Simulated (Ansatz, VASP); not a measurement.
Given: the input of a run of VASP 6.6.1 on CdSe.

The input INCAR:

```
SYSTEM = CdSe
PREC = Accurate ; ENCUT = 520
EDIFF = 1E-6 ; ISMEAR = -1
SIGMA = 0.04 ; LREAL = .FALSE.
LASPH = .TRUE. ; NELM = 100
ALGO = Normal ; ISIF = 2
LWAVE = .FALSE. ; LCHARG = .FALSE.
GGA = PE ; NBANDS = 16
```

The input KPOINTS:

```
regular mesh
0
G
  6 6 6
  0 0 0
```

Contents of POSCAR:

```
CdSe
1.0
    0.0000000000      3.0702711986      3.0702711986
    3.0702711986      0.0000000000      3.0702711986
    3.0702711986      3.0702711986      0.0000000000
Cd Se
1 1
Direct
    0.0000000000      0.0000000000      0.0000000000
    0.2500000000      0.2500000000      0.2500000000
```

Potentials or basis: VASP PAW PBE potentials, release 64 (Cd, Se).

Launch:

```console
$ cat potpaw_PBE.64/Cd/POTCAR potpaw_PBE.64/Se/POTCAR > POTCAR
$ mpirun -np 1 vasp_std > vasp.out
```

Problem. Translate it to Ansatz 0.2.0. Potentials there: all-electron LAPW, scalar-relativistic.

Solution. As run (the cutoff follows the program's own potentials):

The input input.yaml:

```yaml
crystal:
  lattice:
    - [0.0, 3.0702711986, 3.0702711986]
    - [3.0702711986, 0.0, 3.0702711986]
    - [3.0702711986, 3.0702711986, 0.0]
  atoms:
    - { symbol: Cd, position: [0.0, 0.0, 0.0] }
    - { symbol: Se, position: [0.25, 0.25, 0.25] }
kpoints:
  mp_grid: { grid: [6, 6, 6] }
scf:
  occupations: { method: fermi_dirac, width: 0.04 }
hamiltonian:
  xc: pbe
  pseudopotentials: { kind: all_electron, lapw: { basis_error: 0.002 } }
output:
  forces: true
  stress: true
  eigenvalues: true
```

Potentials or basis: all-electron LAPW, scalar-relativistic.

Command:

```console
$ ansatz run input.yaml --threads 1 --pin off --max-ram 2560MiB --backend cpu --events-out ev --progress --plain --runs-dir out
```

Both were run:

|  | VASP | Ansatz | Ansatz less VASP |
| --- | --- | --- | --- |
| gap on the k mesh at the Fermi level (eV) | 0.55 | 0.55 | +0.001 |
| least direct gap on the mesh (eV) | 0.55 | 0.55 | +0.001 |
| pressure (GPa) | 1.6 | 1.3 | -0.26 |

Ansatz ran all-electron here, so the differences hold the error of VASP's frozen core and of both bases.

PBE gaps usually lie below the measured ones, often by a third to a half.
